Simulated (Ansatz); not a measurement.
# Ir: a tetragonal deformation path

One table from this session's results is given with a row withheld; the runs are named, their logs left out.

Method: DFT PBE, scalar-relativistic, plane waves, PAW, in Ansatz 0.2.0.

**The system as given**

The structure is cubic, space group Fm-3m (No. 225). The conventional cell has a = 3.839 Å, b = 3.839 Å, c = 3.839 Å, α = 90.00°, β = 90.00°, γ = 90.00°. Ir (site symmetry m-3m) has 12 Ir at 2.71 Å in its first shell of neighbours.

Coordinates:

```xyz
1
Lattice="0.0000 1.9197 1.9197 1.9197 0.0000 1.9197 1.9197 1.9197 0.0000" Properties=species:S:1:pos:R:3 pbc="T T T"
Ir    0.0000    0.0000    0.0000
```

The cell is taken as given, not relaxed at this level.

**Zero of energy**

Reference values: F = -11935.3047 eV; pressure 9.08 GPa; largest force 0.000 eV/Å; gap on the mesh none (metal). It was computed beforehand with the settings of the runs below.

The first run:

At fixed volume and fractional coordinates, lengths along (0.000, 0.000, 1.000) are scaled against those across it; ρ is that ratio over its starting value.

File input.yaml:

```yaml
crystal:
  lattice:
    - [0.0, 2.154898871, 1.5235135018]
    - [2.154898871, 0.0, 1.5235135018]
    - [2.154898871, 2.154898871, 0.0]
  atoms:
    - { symbol: Ir, position: [0.0, 0.0, 0.0] }
basis:
  ecutwfc: 420
kpoints:
  mp_grid: { grid: [24, 24, 24] }
hamiltonian:
  xc: pbe
scf:
  occupations: { method: gaussian, width: 0.15 }
output:
  forces: true
  stress: true
  eigenvalues: true
  write_density: true
  write_potential: true
  elf: true
  volumetric_format: npy
```

The run is started by

```bash
> ansatz run input.yaml --threads 1 --pin off --max-ram 2560MiB --backend cpu --events-out ev --progress --plain --runs-dir out
```

Among the steps run: ρ = 0.707; ρ = 1.414; Point ρ = 0.850; ρ = 1.200; At ρ = 0.780; Point ρ = 1.300; ρ = 0.920; Point ρ = 1.100; ρ = 0.650; Point ρ = 1.500; At ρ = 0.960; ρ = 1.050.

One table of the session follows, with a row left open; its other results are not shown here.

The scan, with free energies counted from the undisturbed cell:

| ρ | ΔE (meV/atom) | pressure (GPa) |
| --- | --- | --- |
| 0.650 | 567.4 | 20.2 |
| 0.707 | 684.5 | 22.2 |
| 0.780 | 514.9 | 18.8 |
| 0.850 | 258.0 | 14.0 |
| 0.920 | 74.4 | 10.6 |
| 0.960 | 18.4 | 9.4 |
| 1.000 | 0.0 | 9.1 |
| 1.050 | 27.4 | 9.7 |
| 1.100 | ? | ? |
| 1.200 | 367.8 | 18.0 |
| 1.300 | 713.0 | 28.0 |
| 1.414 | 1171.1 | 42.9 |
| 1.500 | 1554.6 | 56.6 |

Estimate the missing values for ρ = 1.100.

Worked estimate for «ΔE (meV/atom)». A straight line through the neighbours (1.050, 27.4) and (1.200, 367.8) gives 27.4 + (367.8 − 27.4) × (1.100 − 1.050) / (1.200 − 1.050) = 140.9; a parabola fitted to 4 rows on both sides gives 118.1.

The run gave: ΔE (meV/atom): 104.9; pressure (GPa): 11.4. In «ΔE (meV/atom)» the line misses by +36.0 and the parabola by +13.2.
